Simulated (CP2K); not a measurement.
# Re (P6_3/mmc) in CP2K: a series of runs, part 3 of 3

CP2K 2026.2. The steps go on from the part before.

## Step 4: Band structure, r2SCAN

Input file re_bands.inp:

```
&GLOBAL
  PROJECT re_bands
  RUN_TYPE ENERGY_FORCE
  PRINT_LEVEL LOW
&END GLOBAL
&FORCE_EVAL
  METHOD QS
  STRESS_TENSOR ANALYTICAL
  &DFT
    BASIS_SET_FILE_NAME BASIS_MOLOPT_UZH
    POTENTIAL_FILE_NAME POTENTIAL_UZH
    &MGRID
      CUTOFF 675
      REL_CUTOFF 60
      NGRIDS 5
    &END MGRID
    &QS
      METHOD GPW
      EPS_DEFAULT 1.0E-9
    &END QS
    &KPOINTS
      SCHEME MONKHORST-PACK 11 11 6
      GAMMA_CENTERED T
      SYMMETRY T
      SYMMETRY_BACKEND SPGLIB
    &END KPOINTS
    &SCF
      SCF_GUESS ATOMIC
      EPS_SCF 1.0E-6
      MAX_SCF 100
      ADDED_MOS 16
      CHOLESKY OFF
      EPS_EIGVAL 1.0E-7
      &DIAGONALIZATION ON
        ALGORITHM STANDARD
      &END DIAGONALIZATION
      &MIXING ON
        METHOD BROYDEN_MIXING
        ALPHA 0.4
        BETA 1.5
        NBUFFER 8
      &END MIXING
      &SMEAR ON
        METHOD FERMI_DIRAC
        ELECTRONIC_TEMPERATURE [K] 116.045
      &END SMEAR
    &END SCF
    &XC
      &XC_FUNCTIONAL
        &MGGA_X_R2SCAN
        &END MGGA_X_R2SCAN
        &MGGA_C_R2SCAN
        &END MGGA_C_R2SCAN
      &END XC_FUNCTIONAL
    &END XC
    &PRINT
      &KPOINTS ON
      &END KPOINTS
      &MULLIKEN ON
      &END MULLIKEN
      &MO ON
        ENERGIES T
        OCCUPATION_NUMBERS T
        &EACH
          QS_SCF 0
        &END EACH
        ADD_LAST NUMERIC
      &END MO
      &BAND_STRUCTURE
        FILE_NAME bands.bs
        ADDED_MOS 2
        &KPOINT_SET
          UNITS B_VECTOR
          NPOINTS 8
          SPECIAL_POINT GAMMA 0.00000000 0.00000000 0.00000000
          SPECIAL_POINT M 0.50000000 0.00000000 0.00000000
          SPECIAL_POINT K 0.33333333 0.33333333 0.00000000
          SPECIAL_POINT GAMMA 0.00000000 0.00000000 0.00000000
          SPECIAL_POINT A 0.00000000 0.00000000 0.50000000
          SPECIAL_POINT L 0.50000000 0.00000000 0.50000000
          SPECIAL_POINT H 0.33333333 0.33333333 0.50000000
          SPECIAL_POINT A 0.00000000 0.00000000 0.50000000
        &END KPOINT_SET
        &KPOINT_SET
          UNITS B_VECTOR
          NPOINTS 8
          SPECIAL_POINT L 0.50000000 0.00000000 0.50000000
          SPECIAL_POINT M 0.50000000 0.00000000 0.00000000
        &END KPOINT_SET
        &KPOINT_SET
          UNITS B_VECTOR
          NPOINTS 8
          SPECIAL_POINT K 0.33333333 0.33333333 0.00000000
          SPECIAL_POINT H 0.33333333 0.33333333 0.50000000
        &END KPOINT_SET
      &END BAND_STRUCTURE
    &END PRINT
  &END DFT
  &SUBSYS
    &CELL
      ABC 2.7608000000 2.7608000000 4.4582000000
      ALPHA_BETA_GAMMA 90.0000000000 90.0000000000 119.9999999997
      PERIODIC XYZ
    &END CELL
    &COORD
      SCALED
      Re  0.6666666667 0.3333333333 0.7500000000
      Re  0.3333333333 0.6666666667 0.2500000000
    &END COORD
    &KIND Re
      BASIS_SET TZVP-MOLOPT-SCAN-GTH-q15
      POTENTIAL GTH-SCAN-q15
    &END KIND
    &PRINT
      &ATOMIC_COORDINATES ON
      &END ATOMIC_COORDINATES
      &CELL ON
      &END CELL
    &END PRINT
  &END SUBSYS
  &PRINT
    &FORCES ON
    &END FORCES
    &STRESS_TENSOR ON
    &END STRESS_TENSOR
  &END PRINT
&END FORCE_EVAL
```

Potentials or basis: POTENTIAL_UZH Re GTH-SCAN-q15; TZVP-MOLOPT-SCAN-GTH basis.

On the command line:

```bash
> OMP_NUM_THREADS=2 cp2k.psmp -i re_bands.inp -o re_bands.out
```

re_bands.out:

```text

 CP2K| version string:                                       CP2K version 2026.2
 CP2K| Input file name                                              re_bands.inp

 GLOBAL| Force Environment number                                              1
 GLOBAL| Basis set file name                                    BASIS_MOLOPT_UZH
 GLOBAL| Potential file name                                       POTENTIAL_UZH
 GLOBAL| MM Potential file name                                     MM_POTENTIAL
 GLOBAL| Coordinate file name                                      __STD_INPUT__
 GLOBAL| Method name                                                        CP2K
 GLOBAL| Project name                                                   re_bands
 GLOBAL| Run type                                                   ENERGY_FORCE
 GLOBAL| FFT library                                                       FFTW3
[... 5 lines left out ...]
 GLOBAL| Global print level                                                  LOW
 GLOBAL| Total number of message passing processes                             1
 GLOBAL| Number of threads for this process                                    2
 GLOBAL| CPU model name                                                  UNKNOWN

 CELL| Volume [angstrom^3]:                                            29.427954
 CELL| Vector a [angstrom]:       2.761     0.000     0.000   |a| =     2.760800
 CELL| Vector b [angstrom]:      -1.380     2.391     0.000   |b| =     2.760800
 CELL| Vector c [angstrom]:       0.000     0.000     4.458   |c| =     4.458200
 CELL| Angle (b,c), alpha [degree]:                                    90.000000
 CELL| Angle (a,c), beta  [degree]:                                    90.000000
 CELL| Angle (a,b), gamma [degree]:                                   120.000000
 CELL| Numerically orthorhombic:                                              NO
 CELL| Periodicity                                                           XYZ

 CELL_REF| Volume [angstrom^3]:                                        29.427954
 CELL_REF| Vector a [angstrom     2.761     0.000     0.000   |a| =     2.760800
 CELL_REF| Vector b [angstrom    -1.380     2.391     0.000   |b| =     2.760800
 CELL_REF| Vector c [angstrom     0.000     0.000     4.458   |c| =     4.458200
 CELL_REF| Angle (b,c), alpha [degree]:                                90.000000
 CELL_REF| Angle (a,c), beta  [degree]:                                90.000000
 CELL_REF| Angle (a,b), gamma [degree]:                               120.000000
 CELL_REF| Numerically orthorhombic:                                          NO
 CELL_REF| Periodicity                                                       XYZ

[... 8 lines left out ...]
 TOTAL NUMBERS AND MAXIMUM NUMBERS

  Total number of            - Atomic kinds:                                   1
                             - Atoms:                                          2
                             - Shell sets:                                     2
                             - Shells:                                        22
                             - Primitive Cartesian functions:                 12
                             - Cartesian basis functions:                     82
                             - Spherical basis functions:                     70

  Maximum angular momentum of- Orbital basis functions:                        3
                             - Local part of the GTH pseudopotential:          2
                             - Non-local part of the GTH pseudopotential:      4

 MODULE QUICKSTEP: ATOMIC COORDINATES IN ANGSTROM

   Atom Kind Element         X             Y             Z       Z(eff)     Mass
      1    1 Re   75      1.380400      0.796974      3.343650  15.0000 186.2070
[... 94 lines left out ...]
  ------------------------------------------------------------------------------
     1 NoMix/Diag. 0.40E+00   10.5     1.34097861      -159.3167669676 -1.59E+02
     2 Broy./Diag. 0.40E+00   10.0     0.02317900      -159.4254826505 -1.09E-01
     3 Broy./Diag. 0.40E+00   10.0     0.06301172      -158.6418291955  7.84E-01
     4 Broy./Diag. 0.40E+00   10.0     0.00323058      -158.1805086091  4.61E-01
     5 Broy./Diag. 0.40E+00    9.9     0.00936914      -158.1998156461 -1.93E-02
     6 Broy./Diag. 0.40E+00    9.9     0.00037574      -158.2175470842 -1.77E-02
     7 Broy./Diag. 0.40E+00    9.9     0.00037419      -158.2170495433  4.98E-04
     8 Broy./Diag. 0.40E+00   10.0     0.00010186      -158.2156092478  1.44E-03
     9 Broy./Diag. 0.40E+00   10.1     0.00008195      -158.2150993797  5.10E-04
    10 Broy./Diag. 0.40E+00   10.0     0.00001498      -158.2149239515  1.75E-04
    11 Broy./Diag. 0.40E+00    9.9     0.00000937      -158.2149546488 -3.07E-05
    12 Broy./Diag. 0.40E+00    9.9     0.00000104      -158.2149547289 -8.00E-08
    13 Broy./Diag. 0.40E+00   10.0     0.00000047      -158.2149545527  1.76E-07

  *** SCF run converged in    13 steps ***

  Electronic density on regular grids:        -30.0000000047       -0.0000000047
  Core density on regular grids:               29.9999999743       -0.0000000257
  Total charge density on r-space grids:       -0.0000000303
  Total charge density g-space grids:          -0.0000000303

  Overlap energy of the core charge distribution:               0.00000000297098
  Self energy of the core charge distribution:               -237.92699737778472
  Core Hamiltonian energy:                                     52.63580649235389
  Hartree energy:                                              44.33221468559765
  Exchange-correlation energy:                                -17.25596870195841
  Electronic entropic energy:                                  -0.00000965388236
  Fermi energy:                                                 0.61513665918631

  Total energy:                                              -158.21495455269340
  Total energy (extrapolated to T->0):                       -158.21494972575221

 MO| EIGENVALUES AND OCCUPATION NUMBERS FOR K POINT 1
 MO|
 MO|  Index      Eigenvalue [a.u.]        Eigenvalue [eV]             Occupation
 MO|      1              -2.337843             -63.615938               2.000000
 MO|      2              -2.337048             -63.594298               2.000000
 MO|      3              -0.964269             -26.239090               2.000000
 MO|      4              -0.959653             -26.113480               2.000000
 MO|      5              -0.936643             -25.487346               2.000000
 MO|      6              -0.930594             -25.322761               2.000000
[... 510 lines left out ...]
 MO|     30               1.704330              46.377171               0.000000
 MO|     31               1.794944              48.842899               0.000000
 MO| Sum:                                                              28.000001
 MO| E(Fermi):            0.615137 a.u.         16.738720 eV

 [... the levels of further k-points ...]

 !-----------------------------------------------------------------------------!
                     Mulliken Population Analysis

 #  Atom  Element  Kind  Atomic population                           Net charge
       1     Re       1         15.000000                             -0.000000
       2     Re       1         15.000000                              0.000000
 # Total charge                             30.000000                  0.000000

 !-----------------------------------------------------------------------------!

 KPOINTS| Band Structure Calculation
 KPOINTS| Number of k-point sets                                               3
 KPOINTS| Number of added MOs/bands                                            2
 KPOINTS| Number of k-points in set    1                                      57
 KPOINTS| In units of b-vector [2pi/Bohr]
 KPOINTS| Special point     1       GAMMA     0.000000     0.000000     0.000000
 KPOINTS| Special point     2           M     0.500000     0.000000     0.000000
 KPOINTS| Special point     3           K     0.333333     0.333333     0.000000
 KPOINTS| Special point     4       GAMMA     0.000000     0.000000     0.000000
 KPOINTS| Special point     5           A     0.000000     0.000000     0.500000
 KPOINTS| Special point     6           L     0.500000     0.000000     0.500000
 KPOINTS| Special point     7           H     0.333333     0.333333     0.500000
 KPOINTS| Special point     8           A     0.000000     0.000000     0.500000
 KPOINTS| Number of k-points in set    2                                       9
 KPOINTS| In units of b-vector [2pi/Bohr]
 KPOINTS| Special point     1           L     0.500000     0.000000     0.500000
 KPOINTS| Special point     2           M     0.500000     0.000000     0.000000
 KPOINTS| Number of k-points in set    3                                       9
 KPOINTS| In units of b-vector [2pi/Bohr]
 KPOINTS| Special point     1           K     0.333333     0.333333     0.000000
 KPOINTS| Special point     2           H     0.333333     0.333333     0.500000

 ENERGY| Total FORCE_EVAL ( QS ) energy [hartree]           -158.214954156080807

 FORCES| Atomic forces [hartree/bohr]
 FORCES|   Atom     x               y               z               |f|
 FORCES|      1  2.49234781E-08 -1.37883070E-08 -5.54643478E-09   2.90182720E-08
 FORCES|      2 -2.49225990E-08  1.37874714E-08  5.54186230E-09   2.90162462E-08
 FORCES| Sum     8.79129972E-13 -8.35568709E-13 -4.57247316E-12
 FORCES| Total atomic force                                       4.73059778E-12

 STRESS| Analytical stress tensor [bar]
 STRESS|                        x                   y                   z
 STRESS|      x       -4.54665464114E+04  -5.33687862761E-03   1.88957271062E-07
 STRESS|      y       -5.33687862761E-03  -4.54664204772E+04  -3.90101893796E-07
 STRESS|      z        1.88957271062E-07  -3.90101893796E-07  -5.68194603553E+04
 STRESS| 1/3 Trace                                            -4.92508090813E+04
 STRESS| Determinant                                          -1.17457251902E+14

 STRESS| Eigenvectors and eigenvalues of the analytical stress tensor [bar]
 STRESS|                        1                   2                   3
 STRESS| Eigenvalues  -5.68194603553E+04  -4.54665466372E+04  -4.54664202515E+04
 STRESS|      x          -0.000000000017      0.999106448881     -0.042264687451
 STRESS|      y           0.000000000034      0.042264687451      0.999106448881
 STRESS|      z           1.000000000000      0.000000000015     -0.000000000035
```

It took 2.9 min on 2 threads of Arm Neoverse V1, shared host; peak memory 0.44 GiB.

What came out:

* Free energy: -4305.2478 eV
* Pressure: -4.9 GPa
* Band gap on the k mesh: none (metal or under the smearing width)

Stress tensor (GPa, compression positive):
```
-4.55  0.00  0.00
 0.00 -4.55  0.00
 0.00  0.00 -5.68
```

Levels at the corners of the path, in eV from the Fermi level:
```tsv
point	band 12	band 13	band 14	band 15	band 16	band 17	band 18	band 19
Γ	-1.65	-1.65	-0.78	-0.78	0.18	0.18	0.66	3.49
M	-2.02	-1.85	-1.46	-0.63	4.14	4.56	4.69	6.31
K	-3.52	-2.26	-2.26	-0.06	3.14	3.14	3.67	6.53
Γ	-1.65	-1.65	-0.78	-0.78	0.18	0.18	0.66	3.49
A	-2.54	-1.78	-1.78	-1.78	-1.78	2.67	2.67	2.67
L	-4.34	0.39	0.39	0.93	0.93	4.46	4.46	4.97
H	-3.92	-2.28	-2.28	0.02	0.02	3.44	3.44	9.99
A	-2.54	-1.78	-1.78	-1.78	-1.78	2.67	2.67	2.67
L	-4.34	0.39	0.39	0.93	0.93	4.46	4.46	4.97
M	-2.02	-1.85	-1.46	-0.63	4.14	4.56	4.69	6.31
K	-3.52	-2.26	-2.26	-0.06	3.14	3.14	3.67	6.53
H	-3.92	-2.28	-2.28	0.02	0.02	3.44	3.44	9.99
```

Caveat: spin-orbit coupling is left out, which moves the levels of the heavy elements; the basis of atomic orbitals isn't converged, which shifts pressures, moduli and gaps.

## Step 5: Band structure, TB-mBJ

re_bands.inp, as its differences from that of step 4:

```diff
@@ -2,3 +2,3 @@
   PROJECT re_bands
-  RUN_TYPE ENERGY_FORCE
+  RUN_TYPE ENERGY
   PRINT_LEVEL LOW
@@ -7,3 +7,2 @@
   METHOD QS
-  STRESS_TENSOR ANALYTICAL
   &DFT
@@ -44,3 +43,3 @@
         METHOD FERMI_DIRAC
-        ELECTRONIC_TEMPERATURE [K] 116.045
+        ELECTRONIC_TEMPERATURE [K] 580.226
       &END SMEAR
@@ -49,6 +48,6 @@
       &XC_FUNCTIONAL
-        &MGGA_X_R2SCAN
-        &END MGGA_X_R2SCAN
-        &MGGA_C_R2SCAN
-        &END MGGA_C_R2SCAN
+        &MGGA_X_TB09
+        &END MGGA_X_TB09
+        &LDA_C_PW
+        &END LDA_C_PW
       &END XC_FUNCTIONAL
@@ -73,3 +72,3 @@
           UNITS B_VECTOR
-          NPOINTS 8
+          NPOINTS 10
           SPECIAL_POINT GAMMA 0.00000000 0.00000000 0.00000000
@@ -85,3 +84,3 @@
           UNITS B_VECTOR
-          NPOINTS 8
+          NPOINTS 10
           SPECIAL_POINT L 0.50000000 0.00000000 0.50000000
@@ -91,3 +90,3 @@
           UNITS B_VECTOR
-          NPOINTS 8
+          NPOINTS 10
           SPECIAL_POINT K 0.33333333 0.33333333 0.00000000
@@ -100,4 +99,5 @@
     &CELL
-      ABC 2.7608000000 2.7608000000 4.4582000000
-      ALPHA_BETA_GAMMA 90.0000000000 90.0000000000 119.9999999997
+      A 2.7608000000 0.0000000000 0.0000000000
+      B -1.3804000000 2.3909229348 0.0000000000
+      C 0.0000000000 0.0000000000 4.4582000000
       PERIODIC XYZ
@@ -110,4 +110,4 @@
     &KIND Re
-      BASIS_SET TZVP-MOLOPT-SCAN-GTH-q15
-      POTENTIAL GTH-SCAN-q15
+      BASIS_SET TZVP-MOLOPT-PBE-GTH-q15
+      POTENTIAL GTH-PBE-q15
     &END KIND
@@ -123,4 +123,2 @@
     &END FORCES
-    &STRESS_TENSOR ON
-    &END STRESS_TENSOR
   &END PRINT
```

Potentials or basis: POTENTIAL_UZH Re GTH-PBE-q15; TZVP-MOLOPT-PBE-GTH basis.

On the command line:

```bash
> OMP_NUM_THREADS=2 cp2k.psmp -i re_bands.inp -o re_bands.out
```

Run time: 2.3 min. Hardware: 2 threads of Arm Neoverse V1, shared host; peak memory 0.4 GiB.

The run converged. Its results:

```
Band gap on the k mesh : none (metal or under the smearing width)
```

Levels at the corners of the path, in eV from the Fermi level:
```
point  band 11  band 12  band 13  band 14  band 15  band 16  band 17  band 18  band 19  band 20
    Γ    -1.61    -1.58    -1.58    -0.76    -0.76     0.15     0.15     0.77     3.32     3.32
    M    -5.20    -1.93    -1.63    -1.37    -0.59     3.92     4.34     4.45     6.06     7.08
    K    -4.00    -3.28    -2.13    -2.13    -0.05     2.98     2.98     3.48     6.52     6.52
    Γ    -1.61    -1.58    -1.58    -0.76    -0.76     0.15     0.15     0.77     3.32     3.32
    A    -2.38    -2.38    -1.71    -1.71    -1.71    -1.71     2.52     2.52     2.52     2.52
    L    -4.11    -4.11     0.36     0.36     0.98     0.98     4.24     4.24     4.76     4.76
    H    -3.66    -3.66    -2.13    -2.13     0.02     0.02     3.29     3.29     9.58     9.58
    A    -2.38    -2.38    -1.71    -1.71    -1.71    -1.71     2.52     2.52     2.52     2.52
    L    -4.11    -4.11     0.36     0.36     0.98     0.98     4.24     4.24     4.76     4.76
    M    -5.20    -1.93    -1.63    -1.37    -0.59     3.92     4.34     4.45     6.06     7.08
    K    -4.00    -3.28    -2.13    -2.13    -0.05     2.98     2.98     3.48     6.52     6.52
    H    -3.66    -3.66    -2.13    -2.13     0.02     0.02     3.29     3.29     9.58     9.58
```

Caveat: this is a model potential without an energy functional, so only levels have meaning; the potentials were made for another functional, which shifts forces and pressure; spin-orbit coupling is left out, which moves the levels of the heavy elements; the basis of atomic orbitals isn't converged, which shifts pressures, moduli and gaps.

## Step 6: The runs side by side

| level | potentials or basis | smearing | basis sets | potentials | points a segment of the path (NPOINTS) | bands added on the path | CUTOFF of the grids | gap on the mesh (eV) | pressure (GPa) |
| --- | --- | --- | --- | --- | --- | --- | --- | --- | --- |
| LDA | GTH_POTENTIALS Re GTH-PADE-q15; TZVP-MOLOPT-PBE-GTH basis | fermi-dirac 0.01 eV | Re TZVP-MOLOPT-PBE-GTH-q15 | Re GTH-PADE-q15 of GTH_POTENTIALS | 6 | 6 | 450 Ry | none | -12.1 |
| PBEsol | POTENTIAL_UZH Re GTH-PBE-q15; TZVP-MOLOPT-PBE-GTH basis | fermi-dirac 0.05 eV | Re TZVP-MOLOPT-PBE-GTH-q15 | Re GTH-PBE-q15 of POTENTIAL_UZH | 6 | 2 | 450 Ry | none | -4.3 |
| r2SCAN | POTENTIAL_UZH Re GTH-SCAN-q15; TZVP-MOLOPT-SCAN-GTH basis | fermi-dirac 0.01 eV | Re TZVP-MOLOPT-SCAN-GTH-q15 | Re GTH-SCAN-q15 of POTENTIAL_UZH | 8 | 2 | 675 Ry | none | -4.9 |
| TB-mBJ | POTENTIAL_UZH Re GTH-PBE-q15; TZVP-MOLOPT-PBE-GTH basis | fermi-dirac 0.05 eV | Re TZVP-MOLOPT-PBE-GTH-q15 | Re GTH-PBE-q15 of POTENTIAL_UZH | 10 | 2 | 675 Ry | none | - |

Alike in all rows: task band structure; no spin polarisation; cell as given; k mesh 11 × 11 × 6.

Caveats: spin-orbit coupling is left out, which moves the levels of the heavy elements; the basis of atomic orbitals isn't converged, which shifts pressures, moduli and gaps; the potentials were made for another functional, which shifts forces and pressure (some runs); this is a model potential without an energy functional, so only levels have meaning (some runs).

Total energies depend on the potentials used, so only differences within one code and one set of settings carry meaning.
